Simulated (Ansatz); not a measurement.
Two isomers of C4H10O: A = `CCC(C)O`, B = `CC(C)(C)O`.

Gas-phase electronic energies from Ansatz, PBE0-D4/def2-TZVP geometries. CCSD(T)/CBS adds triple-zeta CCSD(T) − MP2 to the extrapolated MP2 energy (def2 sets, frozen cores). DFT in def2-TZVPP. B3LYP here is the variant with VWN-RPA as its local correlation; programs differ in this. Each species was taken in one conformer, which may not be the lowest.

A:

Z-matrix (Å, degrees):
```
C
C 1 1.519
H 1 1.094 2 111.8
H 1 1.092 2 111.3 3 119.1
H 1 1.094 2 111.3 3 -120.9
C 2 1.522 1 113.7 3 64.4
H 2 1.096 1 110.1 3 -57.3
H 2 1.095 1 109.5 3 -174.5
O 6 1.419 2 111.8 1 -60.8
C 6 1.511 2 112.1 1 179.6
H 6 1.103 2 108.2 1 59.5
H 9 0.960 6 108.4 2 60.8
H 10 1.093 6 110.1 2 60.7
H 10 1.092 6 110.7 2 -59.4
H 10 1.091 6 110.5 2 -179.9
```

B:

Z-matrix (Å, degrees):
```
C
C 1 1.523
H 1 1.093 2 111.3
H 1 1.092 2 110.2 3 120.5
H 1 1.095 2 110.7 3 -119.7
C 2 1.517 1 110.8 3 -61.9
C 2 1.523 1 110.7 3 61.4
O 2 1.426 1 109.7 3 -177.5
H 6 1.092 2 110.2 1 -178.1
H 6 1.092 2 110.2 1 -58.7
H 6 1.092 2 110.8 1 61.6
H 7 1.093 2 111.3 1 -61.3
H 7 1.092 2 110.2 1 178.2
H 7 1.095 2 110.7 1 58.4
H 8 0.961 2 108.1 1 -60.8
```

**Question.** Which is lower in electronic energy at CCSD(T)/CBS, and by how much? (Estimate.)

**Answer.** Computed: B, by 15.8 kJ/mol.

**Question.** Give E(B) − E(A) in kJ/mol with MP2/def2-TZVPP, B3LYP, HF/def2-TZVPP, BLYP-D4, CCSD(T)/def2-SVP, CCSD(T)/def2-TZVPP, CCSD/def2-TZVPP. (Best estimate.)

**Answer.** The calculation gave: MP2/def2-TZVPP -17.4, B3LYP -9.9, HF/def2-TZVPP -10.1, BLYP-D4 -12.9, CCSD(T)/def2-SVP -16.7, CCSD(T)/def2-TZVPP -15.7, CCSD/def2-TZVPP -14.6. None reverses the order clearly.

Largest T1 diagnostic: 0.009.

In def2-TZVPP, CCSD(T) changes the Hartree–Fock value by −5.5 kJ/mol (the triples alone add −1.1 kJ/mol) and MP2 by −7.3 kJ/mol. Leaving LDA and LC-ωPBE aside and taking each functional with its dispersion term where it has one, the values, not all of them listed here, spread over 3.7 kJ/mol, from B97M-V to PBE-D4. LDA lies −4.2 kJ/mol from PBE without D4.
